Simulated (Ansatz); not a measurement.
## How many bands does the GW gap of BeS (honeycomb bilayer) need?

Wanted: a G0W0 gap for BeS (honeycomb bilayer) that is converged in bands and cutoff, or an estimate of the limit.

Main program and level: Ansatz 0.2.0; G0W0 on PBEsol, plane waves, PAW.

## Step 1: The starting structure

The cell holds 4 atoms: 2 Be and 2 S. Its edges and angles: a = 3.425 Å, b = 3.425 Å, c = 31.100 Å, α = 90.0°, β = 90.0°, γ = 120.0°. Regions: layer 1 (BeS-hc), 2 atoms (1 Be and 1 S); layer 2 (BeS-hc), 2 atoms (1 Be and 1 S). Vacuum lies along c.

The structure was relaxed with PBEsol-D3(BJ). The runs that relaxed it are not among those shown. The default PAW set here is soft_2. Its files were made with PBE. The Coulomb interaction is cut off across the vacuum.

## Step 2: 188 empty bands, screening to 41 eV

G0W0 replaces the xc potential by the self-energy, built once from these orbitals. Only a window of levels is corrected, while the sums run over the empty bands that the input names.

input.yaml reads:

```yaml
crystal:
  lattice:
    - [3.4248334337, 0.0, 0.0]
    - [-1.7124167168, 2.9659927573, 0.0]
    - [0.0, 0.0, 31.1]
  atoms:
    - { symbol: Be, position: [0.3333333333, 0.6666666667, 0.436898419] }
    - { symbol: S, position: [0.6666666667, 0.3333333333, 0.4366749205] }
    - { symbol: Be, position: [0.3333333333, 0.6666666667, 0.563101581] }
    - { symbol: S, position: [0.6666666667, 0.3333333333, 0.5633250795] }
  periodic: [true, true, false]
kpoints:
  mp_grid: { grid: [6, 6, 1] }
hamiltonian:
  xc: pbesol
scf:
  occupations: { method: fixed }
gw:
  n_empty_bands: 188
  ecut_chi: 41
  qp_bands: [v2, c2]
  qp_kpoints: band_edges
  screening: { model: contour_deformation }
```

Run with:

```
$ ansatz run input.yaml --threads 4 --pin off --max-ram 17510MiB --backend cpu --events-out ev --progress --plain --runs-dir out
```

Numbers of over 12 decimals in the logs are rounded to 6 here.

Log:

```text
Engine: ansatz 0.2.0, aarch64-unknown-linux-gnu
Pseudopotentials: kind: paw
Pseudopotential: Be, paw, valence charge 2, recommended cutoff 420 eV (normal), Be.paw.azcp
Pseudopotential: S, paw, valence charge 6, recommended cutoff 420 eV (normal), S.paw.azcp
Functional definition: PBEsol
  exchange = pbesol_x
  correlation = pbesol_c
Crystal: 4 atoms, lattice volume = 315.915 Å³
Basis set: ecut = 420 eV, 6127 PW (Γ)
Bands: 12, of which v1, the nominal top of the filled ones, is band 8 counted from 1 (7 counted from 0)
Symmetry: 12 space group operations
Space group: P-6m2 (ITA 187), of the structure as read, at distance tolerance 6.8e-5 Å
k-points: 7 of 36 (time reversal used)
Non-local potential: Be, projectors of the file, l = 0: 2, l = 1: 2, l = 2: 1
Non-local potential: S, projectors of the file, l = 0: 2, l = 1: 2, l = 2: 2
PAW form: soft (Blöchl's): semilocal exchange-correlation on the pseudo side does not see the compensation charge
PAW frozen core: Be, regenerated for the run's functional, and the local potential with it (the file was generated under x = pbe(κ = 0.804, μ = 0.219515), c = pbe(β = 0.066725))
PAW frozen core: S, regenerated for the run's functional, and the local potential with it (the file was generated under x = pbe(κ = 0.804, μ = 0.219515), c = pbe(β = 0.066725))
PAW one-centre angular grid: Be, 110 points (default); XC on 64 Gauss nodes
PAW one-centre angular grid: S, 110 points (default); XC on 64 Gauss nodes
Initial density: superposition of atomic densities (neutral atoms: chi_scale 0, normalization atom), corrected by the library's trained network
Initial wavefunctions: pseudopotential atomic-orbital guess
Functional: x = pbesol(κ = 0.804, μ = 0.123457), c = pbesol(β = 0.046)
SCF iter   1: F=—  HF=-1953.734416 eV  |F-HF|=—  |Δ(HF+E_count)|=         —  Δρ=1.88e-3  dr2=3.29e-2  ethr=1.77e-3  ⟨swp⟩=7.4  Hψ=656  notcnv=0  defer=13
preconditioner: auto → none  [insulator: Δε(μ)=3.466 eV  Ē_g=10.267 eV  n_scr=16 (ndim 8)  ℏωp=8.4 eV  f_vac=0.729  ε∞_Penn≈1.7]
SCF iter   2: F=—  HF=-1953.726775 eV  |F-HF|=—  |Δ(HF+E_count)|=   7.64e-3  Δρ=8.16e-4  dr2=7.21e-3  ethr=2.06e-4  ⟨swp⟩=4.7  Hψ=306  notcnv=0  defer=13
SCF iter   3: F=—  HF=-1953.725719 eV  |F-HF|=—  |Δ(HF+E_count)|=   1.06e-3  Δρ=3.98e-4  dr2=1.56e-3  ethr=4.50e-5  ⟨swp⟩=3.4  Hψ=177  notcnv=0  defer=14
SCF iter   4: F=—  HF=-1953.725568 eV  |F-HF|=—  |Δ(HF+E_count)|=   1.51e-4  Δρ=1.86e-4  dr2=2.21e-4  ethr=9.76e-6  ⟨swp⟩=3.6  Hψ=148  notcnv=0  defer=14
SCF iter   5: F=—  HF=-1953.725642 eV  |F-HF|=—  |Δ(HF+E_count)|=   7.36e-5  Δρ=5.11e-5  dr2=1.71e-5  ethr=1.38e-6  ⟨swp⟩=3.0  Hψ=155  notcnv=0  defer=14
SCF iter   6: F=—  HF=-1953.725669 eV  |F-HF|=—  |Δ(HF+E_count)|=   2.79e-5  Δρ=1.04e-5  dr2=3.83e-7  ethr=1.07e-7  ⟨swp⟩=3.0  Hψ=160  notcnv=0  defer=14
SCF iter   7: F=-1953.725672 eV  HF=-1953.725672 eV  |F-HF|=3.66e-9  |Δ(HF+E_count)|=   2.93e-6  Δρ=1.66e-6  dr2=1.59e-8  ethr=6.25e-10  ⟨swp⟩=24.1  Hψ=859  notcnv=0
the search or the solves at the SCF's close seem to have found levels that the self-consistency loop had missed (the run counts 1). By its estimate they hold under 1e-12 electrons; where the run keeps them, the occupations were computed again with them
SCF 1 converged in 7 iterations: F = -1953.725672 eV  dr2 = 1.59e-8
  greatest PAW one-centre occupation: 0.845 electrons in one spin orbital (limit 2), on the S atom at site 3 (counted from 0), in its partial waves of l = 0
NSCF: frozen V_eff on 7 k-points
G₀W₀ screening: q 1/7
[... further progress lines ...]
SCF converged after 7 iterations
Free energy (F): -1953.725672 eV
Harris-Foulkes:  -1953.725672 eV  (|F-HF|=3.66e-9)
Internal energy: -1953.725672 eV  (E = F + TS)
E sigma→0 (E₀):  -1953.725672 eV
Fermi energy:    -6.206304 eV
--- Per-component energies (eV) ---
  E_band       = -175.131165
  E_kinetic    = 254.555390
  E_local      = -12767.656937  (includes V_loc(G=0)·N_el)
  E_nonlocal   = 66.546277
  E_hartree    = 6249.697823
  E_xc         = -230.525890
  E_vxc        = -215.012081  (∫ρ·V_xc dr)
  E_paw        = -1283.185868  (= ΣΔE_a)
  E_vpaw       = -12.965319  (= ΣTr[D̂ρ^β])
  E_aug_tail   = 0.000002  (compensation charges beyond the density's cutoff)
  E_ewald      = 5756.700570
  E_core_change = 0.142961  (= ΣΔE_core)
  E_smearing   = -0.000000  (= −TS)
  E_closure    = 0.000000  (closes the sum)
  Σ components = -1953.725672   (vs F -1953.725672, Δ=0.00e0)
--- Band table (eV; the first three rows and the last of 7) ---
  k-point 0: bands = [... 4 lower, -7.0346, -7.0346, -6.9947, -6.9947, -1.6320 (-1.6320°), -0.7059, 0.0110, 0.0110]
  k-point 1: bands = [... 4 lower, -8.2320, -7.8904, -7.5001, -7.4548, -1.1265 (-1.1265°), -0.4967 (-0.4969°), -0.1968, -0.0008]
  k-point 2: bands = [... 4 lower, -8.2108, -8.1595, -7.8273, -7.0801, -1.4732, -1.0663, -0.8155, -0.3916]
  k-point 6: bands = [... 4 lower, -10.2956, -10.1556, -6.7916, -6.2063, -2.5199, -1.4199, 0.8012, 2.1881]
  ° read free of the cell's end (the report's vacuum.weakly_bound_levels)
--- G₀W₀: contour deformation, 5 samples at zero and on the imaginary axis and 2 off it, 36 q-points, 188 empty bands' worth ---
  eigenvalues of the whole cell's RPA ε∞ on this k-mesh (on a slab, of 1 + 4πα/V) = 1.1502, 1.8242, 1.8242; static W/v taken at q = 0 is 0.680598
  gw.qp_kpoints: band_edges: 5 of 7 stored k-points solved, in 1 pass; an edge of the gap read off the rows below is read off those points alone
    valence top: of the k-points left out ik 2 came nearest to being solved in a further pass, in band 8 (counted from 1, as in the quasiparticle table): it holds the edge there only if its correction is more favourable than any solved in that band by at least 0.800 eV; those differ by 0.121 eV
    conduction bottom: of the k-points left out ik 2 came nearest to being solved in a further pass, in band 10 (counted from 1, as in the quasiparticle table): it holds the edge there only if its correction is more favourable than any solved in that band by at least 1.157 eV; those differ by 0.715 eV
    ik  band        ε_KS         Σx   Σc(E_QP)       V_xc       Z   E_QP_lin       E_QP  E_QP is
     0     7     -6.9947   -18.7358     2.2639   -15.5718  0.7926    -7.9056    -7.8947  root
     0     8     -6.9947   -18.7358     2.2639   -15.5718  0.7926    -7.9056    -7.8947  root
     0     9     -1.6320    -3.7147    -2.7173    -7.1576  0.8453    -0.9001    -0.9064  root
     0    10     -0.7059    -2.5437    -1.9421    -5.0749  0.8746    -0.1129    -0.1167  root
     1     7     -7.5001   -18.4612     2.3662   -15.1429  0.7879    -8.4653    -8.4521  root
     1     8     -7.4548   -18.5086     2.3586   -15.2074  0.7882    -8.4101    -8.3974  root
     1     9     -1.1265    -4.1399    -2.8776    -7.9443  0.8365    -0.1887    -0.1998  root
     1    10     -0.4967    -5.0709    -3.0464    -9.4218  0.8269     0.8319     0.8077  root
     3     7     -7.1346   -16.7698     2.2934   -13.3449  0.7762    -8.2896    -8.2660  root
     3     8     -6.4960   -17.3292     2.1540   -14.1569  0.7827    -7.5305    -7.5142  root
     3     9     -2.6967    -4.1127    -3.0897    -8.2646  0.8181    -1.6200    -1.6345  root
     3    10     -1.5267    -4.2631    -3.3659    -8.8658  0.8081    -0.2655    -0.2900  root
     5     7     -7.1832   -16.6014     2.2695   -13.1975  0.7761    -8.3414    -8.3175  root
     5     8     -6.5288   -17.2186     2.1390   -14.0582  0.7827    -7.5666    -7.5501  root
     5     9     -2.2904    -4.4350    -3.1914    -8.7427  0.8123    -1.1568    -1.1741  root
     5    10     -1.1944    -4.4343    -3.4724    -9.1710  0.8022     0.0982     0.0699  root
     6     7     -6.7916   -17.1814     2.2282   -13.8684  0.7799    -7.8963    -7.8763  root
     6     8     -6.2063   -17.6642     2.1001   -14.5901  0.7853    -7.1944    -7.1803  root
     6     9     -2.5199    -3.9430    -3.2981    -8.3490  0.8113    -1.3949    -1.4121  root
     6    10     -1.4199    -4.0740    -3.5741    -8.9062  0.8009    -0.1343    -0.1617  root
```

The job ended after 39 s (4 threads of Arm Neoverse V1, shared host; peak memory 1.6 GiB; 2.5 min of CPU time).

The column dr2 measures how far the density is from self-consistency, as an energy; F and HF (Harris–Foulkes) agree once it is small.

Numbers from this step:

```yaml
bands_summed: 196
plane_waves_in_the_screening_matrix: 183
q_points_in_the_mesh: 36
g0w0_gap_on_the_mesh: 5.546 eV
k_of_the_valence_top: 0.3333, 0.3333, 0
k_of_the_conduction_bottom: 0, -0.5, 0
starting_gap_on_the_mesh: 3.510 eV
z_at_the_valence_top: 0.7853
z_at_the_conduction_bottom: 0.8181
least_direct_g0w0_gap_on_the_computed_points: 5.768 eV
```

The gap on the mesh goes from 3.51 eV to 5.55 eV, a correction of +2.04 eV. Between the two edge states, bare exchange in place of the xc potential would open the gap by 7.23 eV, and correlation takes back 5.19 eV.

## Step 3: 465 empty bands, screening to 75 eV

Another rung: the empty bands reach about as high as the screening cutoff, so the two stay in balance.

input.yaml, as its differences from that of step 2:

```diff
@@ -17,5 +17,6 @@
   occupations: { method: fixed }
+  convergence: { dr2_threshold: 1.0e-10 }
 gw:
-  n_empty_bands: 188
-  ecut_chi: 41
+  n_empty_bands: 465
+  ecut_chi: 75.0
   qp_bands: [v2, c2]
```

Log:

```text
[...]
Crystal: 4 atoms, lattice volume = 315.915 Å³
Basis set: ecut = 420 eV, 6127 PW (Γ)
Bands: 12, of which v1, the nominal top of the filled ones, is band 8 counted from 1 (7 counted from 0)
Symmetry: 12 space group operations
[...]
k-points: 7 of 36 (time reversal used)
[...]
SCF iter   1: F=—  HF=-1953.734416 eV  |F-HF|=—  |Δ(HF+E_count)|=         —  Δρ=1.88e-3  dr2=3.29e-2  ethr=1.77e-3  ⟨swp⟩=7.4  Hψ=656  notcnv=0  defer=13
[...]
SCF iter   9: F=-1953.725672 eV  HF=-1953.725672 eV  |F-HF|=6.59e-12  |Δ(HF+E_count)|=  1.63e-10  Δρ=2.59e-8  dr2=2.67e-12  ethr=1.00e-12  ⟨swp⟩=25.7  Hψ=843  notcnv=0
[...]
SCF 1 converged in 9 iterations: F = -1953.725672 eV  dr2 = 2.67e-12
[...]
NSCF: frozen V_eff on 7 k-points
WARN: eigensolver did not converge (k=3): 2 band(s) unlocked after 6 eigensolves, warm-restarted (20 sweeps on the last) at ethr=8.50e-12 eV (storage-precision floor; scheduled 1.00e-12 eV) (lowest unlocked band 476, counted from 0; max residual 2.14e-4 eV among the unlocked bands, 2.14e-4 eV over every band; other slots of this pass that fall short are told together in one closing line; warning suppressed until the next SCF loop or pass starts)
G₀W₀ screening: q 1/7
[... further progress lines ...]
SCF converged after 9 iterations
Free energy (F): -1953.725672 eV
[...]
Internal energy: -1953.725672 eV  (E = F + TS)
E sigma→0 (E₀):  -1953.725672 eV
Fermi energy:    -6.206501 eV
[...]
--- Band table (eV; the first three rows and the last of 7) ---
[...]
° read free of the cell's end (the report's vacuum.weakly_bound_levels)
[...]
band pass: the eigensolver left bands unlocked in 1 slot; of largest residual, k=3: 1 band unlocked, the lowest band 477 (counted from 1), max residual 2.14e-4 eV over all its bands; `*` marks the rows of those k-points, and any row can be off: every row's sums read bands of every k-point
[...]
0     7     -6.9949   -18.7359     1.9416   -15.5718  0.7860    -8.2377    -8.2173  root
     0     8     -6.9949   -18.7359     1.9416   -15.5718  0.7860    -8.2377    -8.2173  root
     0     9     -1.6323    -3.7139    -2.7626    -7.1565  0.8436    -0.9469    -0.9523  root
     0    10     -0.7068    -2.5390    -1.9930    -5.0676  0.8731    -0.1683    -0.1713  root
     1     7     -7.5003   -18.4612     2.0607   -15.1429  0.7818    -8.7813    -8.7578  root
     1     8     -7.4550   -18.5087     2.0506   -15.2075  0.7820    -8.7286    -8.7055  root
     1     9     -1.1268    -4.1390    -2.9681    -7.9430  0.8343    -0.2821    -0.2909  root
     1    10     -0.4971    -5.0676    -3.2165    -9.4162  0.8232     0.6527     0.6350  root
     3     7     -7.1348   -16.7698     2.0827   -13.3449  0.7683    -8.5120    -8.4770  root *
     3     8     -6.4962   -17.3293     1.9095   -14.1570  0.7741    -7.7852    -7.7590  root *
     3     9     -2.6968    -4.1126    -3.2218    -8.2646  0.8159    -1.7558    -1.7667  root *
     3    10     -1.5269    -4.2630    -3.5291    -8.8658  0.8053    -0.4353    -0.4533  root *
[...]
6     7     -6.7918   -17.1815     2.0013   -13.8684  0.7714    -8.1345    -8.1035  root
     6     8     -6.2065   -17.6643     1.8419   -14.5902  0.7762    -7.4623    -7.4388  root
     6     9     -2.5200    -3.9430    -3.4370    -8.3490  0.8091    -1.5381    -1.5510  root
     6    10     -1.4200    -4.0739    -3.7420    -8.9062  0.7981    -0.3096    -0.3298  root
```

Elapsed: 3.8 min, on 4 threads; peak memory 4.4 GiB.

Numbers from this step:

* bands summed: 473
* plane waves in the screening matrix: 505
* q-points in the mesh: 36
* G0W0 gap on the mesh: 5.672 eV
* k of the valence top: 0.3333, 0.3333, 0
* k of the conduction bottom: 0, -0.5, 0
* starting gap on the mesh: 3.510 eV
* Z at the valence top: 0.7762
* Z at the conduction bottom: 0.8159
* least direct G0W0 gap on the computed points: 5.888 eV

Against the run with 6×6×1 mesh, 188 empty bands, screening to 41 eV, the gap moves by +0.13 eV.

## Step 4: Side by side

Times are wall times on 4 threads of Arm Neoverse V1, shared host, good to a factor of about two.

| mesh | files | frequency | bands summed | cutoff (eV) | start (eV) | G0W0 (eV) | time | host memory (GiB) |
| --- | --- | --- | --- | --- | --- | --- | --- | --- |
| 6×6×1 | default PAW | contour deformation | 196 | 41 | 3.510 | 5.546 | 39 s | 1.6 |
| 6×6×1 | default PAW | contour deformation | 473 | 75 | 3.510 | 5.672 | 3.8 min | 4.4 |

The parts of the quasiparticle energy at the two band edges (eV; QP = start + Σx + Σc − Vxc):

| run | edge | start | Σx | Σc | Vxc | Z | QP |
| --- | --- | --- | --- | --- | --- | --- | --- |
| 196 bands | valence top | -6.21 | -17.66 | 2.10 | -14.59 | 0.79 | -7.18 |
| 196 bands | conduction bottom | -2.70 | -4.11 | -3.09 | -8.26 | 0.82 | -1.63 |
| 473 bands | valence top | -6.21 | -17.66 | 1.84 | -14.59 | 0.78 | -7.44 |
| 473 bands | conduction bottom | -2.70 | -4.11 | -3.22 | -8.26 | 0.82 | -1.77 |

## Step 5: Results

```
196 bands, 41 eV                    : 5.546 eV
473 bands, 75 eV                    : 5.672 eV
estimated limit in bands and cutoff : 5.76 eV
mesh and start                      : 6×6×1, PBEsol
```

In words: A line in one over the bands through the two rungs gives 5.76 eV, +0.09 eV from the top rung; with two points alone it is an unchecked estimate. The rungs stand 0.22 eV (196 bands) and 0.09 eV (473 bands) from it. From 196 to 473 bands the gap moves by +0.13 eV while the time grows 5.7-fold. Σc changes by −0.26 eV at the valence top and −0.13 eV at the conduction bottom, so both edges matter. The mesh in the plane is coarse for a sheet; gap and any exciton binding can still move on denser ones.

[Paths, hosts, dates, memory and timing lines, banners, echoed tables and standing remarks are left out of the program output.]

[Logs are printed without paths, hosts, clocks, repeated set-up lines and the standing remarks that a program may print on its own settings, such as how far it seeks lower states.]

[Runs of the session that timed out or met a known fault of the program may be left out.]

[Cells called generated may have been cut or substituted from an entry of the Crystallography Open Database or the Materials Project.]

[Hosts, paths, dates, database ids (printed as entryN), source tags and the programs' standing remarks are cut or masked in the printed files.]
